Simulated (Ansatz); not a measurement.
## Na: computed DOS

```cif
data_structure
_symmetry_space_group_name_H-M 'Im-3m'
_symmetry_Int_Tables_number 229
_cell_length_a 4.2081
_cell_length_b 4.2081
_cell_length_c 4.2081
_cell_angle_alpha 90.000
_cell_angle_beta 90.000
_cell_angle_gamma 90.000
_cell_volume 74.52
loop_
_atom_site_label
_atom_site_type_symbol
_atom_site_symmetry_multiplicity
_atom_site_Wyckoff_symbol
_atom_site_fract_x
_atom_site_fract_y
_atom_site_fract_z
_atom_site_occupancy
Na1 Na 2 a 0.00000 0.00000 0.00000 1
```

The runs use the primitive cell with vectors (-2.104, 2.104, 2.104), (2.104, -2.104, 2.104), (2.104, 2.104, -2.104) Å, to which the k mesh refers.

The cell is the one relaxed in the Materials Project (mp-127), not relaxed further here; entries there can be hypothetical.

Theory: DFT, PBEsol, all-electron LAPW, scalar-relativistic in Ansatz 0.2.0.

Settings: a Γ-centred 12×12×12 k mesh, Fermi–Dirac smearing of 0.05 eV, basis error target 0.25 meV/atom, no spin polarisation.

States per eV and cell, averaged over 0.4 eV, from -3.4 to 4.0 eV, with energies (bin centres) from the Fermi level; empty bins are left out. 

```tsv
E (eV)	total
-3.3	0.01
-2.9	0.13
-2.5	0.20
-2.1	0.26
-1.7	0.31
-1.3	0.35
-0.9	0.39
-0.5	0.43
-0.1	0.46
0.3	0.53
0.7	0.62
1.1	0.54
1.5	0.44
1.9	0.51
2.3	0.70
2.7	0.71
3.1	0.61
3.5	0.64
3.9	0.71
```
